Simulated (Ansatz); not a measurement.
# As (R-3m) in Ansatz: notebook

The runs below take As through single point, with PBEsol.

Program: Ansatz 0.2.0. These are calculated values, not measurements. Logs are shortened: lines on timing, memory, paths and dates and some standing lists are left out, and cuts for length are marked.

## Step 1: The crystal as given

Symmetry: R-3m, No. 166, trigonal system. The conventional cell has a = 3.762 Å, b = 3.762 Å, c = 10.542 Å, α = 90.00°, β = 90.00°, γ = 120.00°. As (site symmetry 3m) is surrounded by 3 As at 2.51 Å.

## Step 2: Single point, PBEsol, 19.84 Å³/atom

Input file input.yaml:

```yaml
crystal:
  lattice:
    - [1.8055650228, 1.0424434519, 3.5140619945]
    - [-1.8055650228, 1.0424434519, 3.5140619945]
    - [0.0, -2.0848869038, 3.5140619945]
  atoms:
    - { symbol: As, position: [0.226, 0.226, 0.226] }
    - { symbol: As, position: [0.774, 0.774, 0.774] }
hamiltonian:
  xc: pbesol
  pseudopotentials: { kind: paw }
kpoints:
  mp_grid: { grid: [7, 7, 7] }
scf:
  occupations: { method: fermi_dirac, width: 0.05 }
output:
  forces: true
  stress: true
  eigenvalues: true
```

Potentials or basis: Ansatz PAW.

On the command line:

```sh
> ansatz run input.yaml --threads 2 --pin off --max-ram 5632MiB --backend cpu --events-out ev --progress --plain --runs-dir out
```

The log of the run:

```text
Warning: RAYON_NUM_THREADS=2 ignored (pool sized by the plan → 2); use --threads N
Engine: ansatz 0.2.0, x86_64-unknown-linux-gnu
Pseudopotentials: kind: paw
Pseudopotential: As, paw, valence charge 15, recommended cutoff 420 eV (normal), As.paw.azcp
Functional definition: PBEsol
  exchange = pbesol_x
  correlation = pbesol_c
Crystal: 2 atoms, lattice volume = 39.685 Å³
Basis set: ecut = 420 eV, 749 PW (Γ), exchange–correlation on 60×60×60 points (8 copies of the dense FFT grid, shifted against one another)
Bands: 19, of which v1, the nominal top of the filled ones, is band 15 counted from 1 (14 counted from 0)
Symmetry: 12 space group operations
Space group: R-3m (ITA 166), of the structure as read, at distance tolerance 3.4e-5 Å
k-points: 44 of 343
Non-local potential: As, projectors of the file, l = 0: 2, l = 1: 2, l = 2: 3, l = 3: 1
PAW form: soft (Blöchl's): semilocal exchange-correlation on the pseudo side does not see the compensation charge
PAW frozen core: As, regenerated for the run's functional, and the local potential with it (the file was generated under x = pbe(κ = 0.804, μ = 0.2195149727645171), c = pbe(β = 0.06672455060314922))
PAW one-centre angular grid: As, 590 points (default); XC on 64 Gauss nodes
Initial density: superposition of atomic densities (neutral atoms: chi_scale 0, normalization atom), corrected by the library's trained network
Initial wavefunctions: pseudopotential atomic-orbital guess
Functional: x = pbesol(κ = 0.804, μ = 0.12345679012345678), c = pbesol(β = 0.046)
SCF iter   1: F=—  HF=-9625.946259 eV  |F-HF|=—  |Δ(HF+E_count)|=         —  Δρ=2.11e-3  dr2=9.54e-4  ethr=1.77e-3  ⟨swp⟩=5.9  Hψ=3957  notcnv=0
preconditioner: auto → none  [insulator: Δε(μ)=0.352 eV  Ē_g=10.719 eV  σ=0.050 eV  W_gap=0.94  n_scr=14 (ndim 8)  ℏωp=18.6 eV  f_vac=0.005  D(μ)=0.06/eV (n_scr^D=0)  ε∞_Penn≈4.0]
SCF iter   2: F=—  HF=-9625.945683 eV  |F-HF|=—  |Δ(HF+E_count)|=   5.76e-4  Δρ=1.04e-3  dr2=1.74e-4  ethr=3.18e-6  ⟨swp⟩=2.0  Hψ=1831  notcnv=0
SCF iter   3: F=—  HF=-9625.945769 eV  |F-HF|=—  |Δ(HF+E_count)|=   8.65e-5  Δρ=2.85e-4  dr2=1.35e-5  ethr=5.81e-7  ⟨swp⟩=2.5  Hψ=1044  notcnv=0
SCF iter   4: F=—  HF=-9625.945779 eV  |F-HF|=—  |Δ(HF+E_count)|=   9.20e-6  Δρ=4.55e-5  dr2=6.72e-7  ethr=4.49e-8  ⟨swp⟩=2.0  Hψ=1066  notcnv=0
iter 5 did not close the SCF: its close was put off for the readings that it lacked (scf_convergence_deferred on its scf_iter line)
SCF iter   5: F=-9625.945779 eV  HF=-9625.945779 eV  |F-HF|=1.27e-8  |Δ(HF+E_count)|=   1.72e-8  Δρ=8.18e-6  dr2=1.47e-8  ethr=2.24e-9  ⟨swp⟩=2.0  Hψ=1495  notcnv=0
SCF iter   6: F=-9625.945779 eV  HF=-9625.945779 eV  |F-HF|=6.91e-11  |Δ(HF+E_count)|=   1.43e-8  Δρ=6.40e-7  dr2=9.44e-11  ethr=4.90e-11  ⟨swp⟩=1.9  Hψ=2379  notcnv=0
SCF 1 converged in 6 iterations: F = -9625.945779 eV  dr2 = 9.44e-11
SCF converged after 6 iterations
Free energy (F): -9625.945779 eV
Harris-Foulkes:  -9625.945779 eV  (|F-HF|=6.91e-11)
Internal energy: -9625.945003 eV  (E = F + TS)
E sigma→0 (E₀):  -9625.945391 eV
Entropy (-TS):   -0.000776 eV (-0.388 meV/atom)
Fermi energy:    12.093151 eV
--- Per-component energies (eV) ---
  E_band       = -435.289282
  E_kinetic    = 208.350381
  E_local      = -3218.457616  (includes V_loc(G=0)·N_el)
  E_nonlocal   = -1336.603026
  E_hartree    = 1803.930538
  E_xc         = -159.006215
  E_vxc        = -160.507710  (∫ρ·V_xc dr)
  E_paw        = -3584.852755  (= ΣΔE_a)
  E_vpaw       = 464.067512  (= ΣTr[D̂ρ^β])
  E_aug_tail   = 0.000013  (compensation charges beyond the density's cutoff)
  E_ewald      = -3341.239180
  E_core_change = 1.932857  (= ΣΔE_core)
  E_smearing   = -0.000776  (= −TS)
  E_closure    = -0.000000  (closes the sum)
  Σ components = -9625.945779   (vs F -9625.945779, Δ=0.00e0)
--- Forces (eV/Å), atoms counted from 1 ---
  atom   1  As     0.00000000    -0.00000000     0.88699480
  atom   2  As     0.00000000     0.00000000    -0.88699480
  max |Σ_I F_I| component: 1.11e-16 eV/Å
--- Stress (GPa, compression-positive) ---
       10.395422       0.000000      -0.000000
        0.000000      10.395422      -0.000000
       -0.000000       0.000000       5.336442
  P = ⅓ Tr σ = 8.7091 GPa (87.091 kbar)
--- Band table (eV; the first three rows and the last of 44) ---
  k-point 0: bands = ["-24.4487", "-24.4487", "-24.3856", "-24.3856", "-24.3544", "-24.2925", "-24.2925", "-24.2834", "-24.2363", "-24.2363", "-3.8882", "6.4239", "8.8980", "10.0127", "10.0127", "13.6803", "15.0529", "15.0529", "19.0913"]
  k-point 1: bands = ["-24.4457", "-24.4406", "-24.3834", "-24.3798", "-24.3517", "-24.2965", "-24.2941", "-24.2873", "-24.2439", "-24.2396", "-3.5851", "5.4559", "8.9613", "9.7421", "9.7516", "14.0238", "14.7652", "14.8728", "17.6939"]
  k-point 2: bands = ["-24.4384", "-24.4183", "-24.3788", "-24.3646", "-24.3429", "-24.3077", "-24.3058", "-24.2933", "-24.2617", "-24.2476", "-2.6916", "3.3067", "8.6217", "9.2555", "10.4839", "12.9103", "13.6321", "14.1436", "18.1461"]
  k-point 43: bands = ["-24.4344", "-24.4291", "-24.3790", "-24.3755", "-24.3481", "-24.2988", "-24.2965", "-24.2893", "-24.2576", "-24.2524", "-2.3575", "1.7279", "7.8594", "9.5784", "11.5134", "13.8571", "14.0641", "16.0243", "19.5371"]
```

Wall time 0.94 s (2 threads of AMD EPYC 7R43 (Zen 3), shared host); peak memory 0.37 GiB.

Results:

```yaml
Free_energy: -9625.9458 eV
Pressure: 8.7 GPa
Largest_force: 0.887 eV/Å
Band_gap_on_the_k_mesh: none (metal or under the smearing width)
```

Caveat: the PAW data sets come from PBE, with cores solved anew for the run's functional, which leaves a small shift of forces and pressure.

## Step 3: Single point, PBEsol, 20.68 Å³/atom

Edit input.yaml of step 2 so:

```diff
@@ -2,5 +2,5 @@
   lattice:
-    - [1.8055650228, 1.0424434519, 3.5140619945]
-    - [-1.8055650228, 1.0424434519, 3.5140619945]
-    - [0.0, -2.0848869038, 3.5140619945]
+    - [1.8431809607, 1.0641610238, 3.5140619945]
+    - [-1.8431809607, 1.0641610238, 3.5140619945]
+    - [0.0, -2.1283220477, 3.5140619945]
   atoms:
@@ -19 +19,5 @@
   eigenvalues: true
+  write_density: true
+  write_potential: true
+  elf: true
+  volumetric_format: npy
```

Potentials or basis: Ansatz PAW.

On the command line:

```sh
> ansatz run input.yaml --threads 2 --pin off --max-ram 5632MiB --backend cpu --events-out ev --progress --plain --runs-dir out
```

It took 1.3 s on 2 threads of AMD EPYC 7R43 (Zen 3), shared host; peak memory 0.39 GiB.

It converged, with:

* Free energy: -9626.0253 eV
* Pressure: 4.1 GPa
* Largest force: 0.574 eV/Å
* Band gap on the k mesh: none (metal or under the smearing width)

Caveat: the PAW data sets come from PBE, with cores solved anew for the run's functional, which leaves a small shift of forces and pressure.
